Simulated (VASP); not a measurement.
# Au (Im-3m) in VASP: a series of runs

Runs on Au. Level: PBE. Tasks: single point.

All numbers are computed with VASP 6.6.1; they aren't measurements. Logs are shortened: lines on timing, memory, paths and dates and some standing lists are left out, and cuts for length are marked.

## (1) The crystal as given

Symmetry: Im-3m, No. 229, cubic system. Conventional cell: a = 3.315 Å, b = 3.315 Å, c = 3.315 Å, α = 90.00°, β = 90.00°, γ = 90.00°. Around Au (site symmetry m-3m) lie 8 Au at 2.87 Å.

This isn't the form of Au at room conditions, which is fcc.

## (2) Single point, PBE (uniaxial strain along a, b, c and atoms relaxed: -2.0 %)

Contents of INCAR:

```
PREC     = Accurate       # precision mode
ENCUT    = 520            # plane-wave cutoff, eV
EDIFF    = 1E-6           # SCF threshold, eV
ISMEAR   = 0              # smearing method
SIGMA    = 0.1            # smearing width, eV
LREAL    = F              # projectors in reciprocal space
LASPH    = T              # aspherical terms in the spheres
NELM     = 100            # most SCF steps
ALGO     = Fast           # electronic algorithm
ISIF     = 2              # what is computed and relaxed
LWAVE    = F              # write WAVECAR
LCHARG   = T              # write CHGCAR
GGA      = PE             # functional
LELF     = T              # ELF
LVHAR    = T            
NBANDS   = 18             # bands
```

Contents of KPOINTS:

```
regular mesh
0
Gamma
  16 16 16
```

Contents of POSCAR:

```
Au
1.0
    3.2352828575      0.0000000000      0.0000000000
    0.0000000000      3.3396152148      0.0000000000
    0.0000000000      0.0000000000      3.3396152148
Au
2
Direct
    0.0000000000      0.0000000000      0.0000000000
    0.5000000000      0.5000000000      0.5000000000
```

Potentials or basis: VASP PAW PBE potentials, release 64 (Au).

Launch:

```sh
> cat potpaw_PBE.64/Au/POTCAR > POTCAR
> mpirun -np 1 vasp_std > vasp.out
```

OUTCAR:

```text
PREC = Accurate
   ENCUT = 520
   EDIFF = 1E-6
   ISMEAR = 0
   LREAL = F
   LASPH = T
   NELM = 100
   ISIF = 2
   GGA = PE

 ion  position               nearest neighbor table
   1  0.000  0.000  0.000-   2 2.86   2 2.86   2 2.86   2 2.86   2 2.86   2 2.86   2 2.86   2 2.86

   2  0.500  0.500  0.500-   1 2.86   1 2.86   1 2.86   1 2.86   1 2.86   1 2.86   1 2.86   1 2.86

  LATTYP: Found a simple tetragonal cell.
 ALAT       =     3.3396152148
 C/A-ratio  =     0.9687591682

  Lattice vectors:

 A1 = (   0.0000000000,   3.3396152148,   0.0000000000)
 A2 = (   0.0000000000,   0.0000000000,   3.3396152148)
 A3 = (   3.2352828575,   0.0000000000,   0.0000000000)

Analysis of symmetry for initial positions (statically):
=====================================================================
 Subroutine PRICEL returns following result:

  LATTYP: Found a body centered tetragonal cell.
 ALAT       =     3.3396152148
 C/A-ratio  =     0.9687591682

  Lattice vectors:

 A1 = (  -1.6176414288,   1.6698076074,   1.6698076074)
 A2 = (  -1.6176414288,  -1.6698076074,  -1.6698076074)
 A3 = (   1.6176414288,  -1.6698076074,   1.6698076074)

   2 primitive cells build up your supercell.

 Routine SETGRP: Setting up the symmetry group for a
 simple tetragonal supercell.

 Subroutine GETGRP returns: Found 16 space group operations
 (whereof 16 operations were pure point group operations)
 out of a pool of 16 trial point group operations.

The static configuration has the point symmetry D_4h.

Analysis of symmetry for dynamics (positions and initial velocities):
=====================================================================
 Subroutine PRICEL returns following result:

  LATTYP: Found a body centered tetragonal cell.
 ALAT       =     3.3396152148
 C/A-ratio  =     0.9687591682

  Lattice vectors:

 A1 = (  -1.6176414288,   1.6698076074,   1.6698076074)
 A2 = (  -1.6176414288,  -1.6698076074,  -1.6698076074)
 A3 = (   1.6176414288,  -1.6698076074,   1.6698076074)

   2 primitive cells build up your supercell.

 Routine SETGRP: Setting up the symmetry group for a
 simple tetragonal supercell.

 Subroutine GETGRP returns: Found 16 space group operations
 (whereof 16 operations were pure point group operations)
 out of a pool of 16 trial point group operations.
[... 88 lines left out ...]
   NGXF,Y,Z  is equivalent  to a cutoff of  24.66, 27.88, 27.88 a.u.
 SYSTEM =  unknown system
   PREC   = accura    normal or accurate (medium, high low for compatibility)
   ISTART =      0    job   : 0-new  1-cont  2-samecut
   ICHARG =      2    charge: 1-file 2-atom 10-const
   ISPIN  =      1    spin polarized calculation?
   LNONCOLLINEAR =      F non collinear calculations
   LSORBIT =      F    spin-orbit coupling
   LASPH  =      T    aspherical Exc in radial PAW
   ENCUT  =  520.0 eV  38.22 Ry    6.18 a.u.   6.02  6.21  6.21*2*pi/ulx,y,z
   NELM   =    100;   NELMIN=  2; NELMDL= -5     # of ELM steps
   EDIFF  = 0.1E-05   stopping-criterion for ELM
   LREAL  =      F    real-space projection
   EDIFFG = 0.1E-04   stopping-criterion for IOM
   NSW    =      0    number of steps for IOM
   IBRION =     -1    ionic relax: 0-MD 1-quasi-New 2-CG
   NFREE  =      0    steps in history (QN), initial steepest desc. (CG)
   ISIF   =      2    stress and relaxation
   ISYM   =      2    0-nonsym 1-usesym 2-fastsym
   POTIM  = 0.5000    time-step for ionic-motion
   TEBEG  =    0.0;   TEEND  =   0.0 temperature during run
   PSTRESS=    0.0 pullay stress
   NELECT =      22.0000    total number of electrons
   NUPDOWN=      -1.0000    fix difference up-down
   EMIN   =  10.00;   EMAX   =-10.00  energy-range for DOS
   EFERMI =   0.00;   METHOD = LEGACY
   ISMEAR =     0;   SIGMA  =   0.10  broadening in eV -4-tet -1-fermi 0-gaus
   EFERMI_NEDOS =   21; number of points for ismear=-14 and -15
   IALGO  =     68    algorithm
   IMIX   =      4    mixing-type and parameters
     AMIX     =   0.40;   BMIX     =  1.00
     AMIX_MAG =   1.60;   BMIX_MAG =  1.00
  volume/ion in A,a.u.               =      18.04       121.75
  Fermi-wavevector in a.u.,A,eV,Ry     =   1.388185  2.623289 26.219211  1.927058
  Thomas-Fermi vector in A             =   2.512335
   LORBIT       =      0    0 simple, 1 ext, 2 COOP (PROOUT), +10 PAW based schemes
   GGA     = PE    functional components
   LHFCALC =     F    Hartree Fock is set to
   AEXX    =    0.0000 exact exchange contribution
   IVDW    =     0    specifies the selected vdW correction
   LEPSILON=     F    determine dielectric tensor
   LRPA    =     F    only Hartree local field effects (RPA)
 non-spin polarized calculation
 RMM-DIIS sequential band-by-band and
 Gauss-broadening in eV      SIGMA  =   0.10
  energy-cutoff  :      520.00
  volume of cell :       36.08
 maximum number of plane-waves:       992
   NGX = 13   NGY = 13   NGZ = 13

 number of electron      22.0000003 magnetization

 Free energy of the ion-electron system (eV)
  ---------------------------------------------------
  ext. energy  EPLUGINS =         0.00000000
  ---------------------------------------------------
  free energy    TOTEN  =        -6.40439007 eV

  energy without entropy =       -6.40239897  energy(sigma->0) =       -6.40339452

 E-fermi :   8.5590     XC(G=0): -12.3789

 val. band max:        8.5519303224   @ k =   0.4375   0.2500   0.0625
 cond. band min:       8.5696756863   @ k =   0.3750   0.0625   0.0625
 fundamental gap:      0.0177453639
 Fermi energy:         8.5590460241

 k-point     1 :       0.0000    0.0000    0.0000
  band No.  band energies     occupation
      1      -0.7046      2.00000
      2       2.2162      2.00000
      3       2.2227      2.00000
      4       3.8643      2.00000
      5       4.0583      2.00000
      6       4.0583      2.00000
[... 481 lines left out ...]
      5       4.1035      2.00000
      6       4.8446      2.00000
[... 10 lines left out ...]
     17      23.6724      0.00000
     18      24.3404      0.00000

 [... further k-points ...]
[... 5 lines left out ...]
  --------------------------------------------------------------------------------------
  -------------------------------------------------------------------------------------
  Total       -0.0885617     -0.0349608     -0.0349608      0.0000000      0.0000000      0.0000000
  in kB       -3.9323428     -1.5523382     -1.5523382      0.0000000      0.0000000      0.0000000
  external PRESSURE =      -2.3456731 kB  Pullay stress =       0.0000000 kB

 VOLUME and BASIS-vectors are now :
 -----------------------------------------------------------------------------
  energy-cutoff  :      520.00
  volume of cell :       36.08
      direct lattice vectors                 reciprocal lattice vectors
     3.235282858  0.000000000  0.000000000     0.309091985  0.000000000  0.000000000
     0.000000000  3.339615215  0.000000000     0.000000000  0.299435694  0.000000000
     0.000000000  0.000000000  3.339615215     0.000000000  0.000000000  0.299435694

 POSITION                                       TOTAL-FORCE (eV/Angst)
 -----------------------------------------------------------------------------------
      0.00000      0.00000      0.00000        -0.000000      0.000000      0.000000
      1.61764      1.66981      1.66981         0.000000     -0.000000     -0.000000
 -----------------------------------------------------------------------------------
    total drift:                                0.000000      0.000000     -0.000000

  FREE ENERGIE OF THE ION-ELECTRON SYSTEM (eV)
  ---------------------------------------------------
  free  energy   TOTEN  =        -6.4043900711 eV

  energy  without entropy=       -6.4023989721  energy(sigma->0) =       -6.40339452
```

OSZICAR:

```text
N       E                     dE             d eps       ncg     rms          rms(c)
DAV:   1     0.123367446390E+03    0.12337E+03   -0.11463E+04 14892   0.116E+03
DAV:   2    -0.478195323970E+01   -0.12815E+03   -0.12178E+03 15628   0.257E+02
DAV:   3    -0.693722378378E+01   -0.21553E+01   -0.21437E+01 16588   0.334E+01
DAV:   4    -0.694692100976E+01   -0.96972E-02   -0.96964E-02 15922   0.244E+00
DAV:   5    -0.694701162687E+01   -0.90617E-04   -0.90618E-04 15930   0.247E-01    0.108E+01
RMM:   6    -0.643732513604E+01    0.50969E+00   -0.93080E-01 14599   0.718E+00    0.709E+00
RMM:   7    -0.640802139530E+01    0.29304E-01   -0.10177E-01 14897   0.255E+00    0.359E+00
RMM:   8    -0.640451243674E+01    0.35090E-02   -0.92554E-03 15001   0.720E-01    0.493E-01
RMM:   9    -0.640437778872E+01    0.13465E-03   -0.11125E-03 15427   0.255E-01    0.148E-01
RMM:  10    -0.640438980620E+01   -0.12017E-04   -0.14608E-04 15552   0.815E-02    0.974E-02
RMM:  11    -0.640438989978E+01   -0.93581E-07   -0.29757E-05 15456   0.352E-02    0.160E-02
RMM:  12    -0.640439007113E+01   -0.17135E-06   -0.29944E-06 12456   0.111E-02
   1 F= -.64043901E+01 E0= -.64033945E+01  d E =-.199110E-02
```

stdout:

```text
POSCAR found type information on POSCAR Au
 POSCAR found :  1 types and       2 ions
 scaLAPACK will be used
 LDA part: xc-table for (Slater+PW92), standard interpolation
 POSCAR, INCAR and KPOINTS ok, starting setup
 FFT: planning ... GRIDC
 FFT: planning ... GRID_SOFT
 FFT: planning ... GRID
 WAVECAR not read
 entering main loop
```

It took 65 s on 1 thread of Intel Xeon 6975P-C (Granite Rapids), shared host; peak memory 0.32 GiB.

What came out:

```
Free energy            : -6.4044 eV
Pressure               : -0.2 GPa
Band gap on the k mesh : none (metal or under the smearing width)
```

Stress tensor (GPa, compression positive):
```
-0.39  0.00  0.00
 0.00 -0.16  0.00
 0.00  0.00 -0.16
```

The run has no spin-orbit coupling, so splittings on Au are missing.

(Continued in part 2 of 2.)
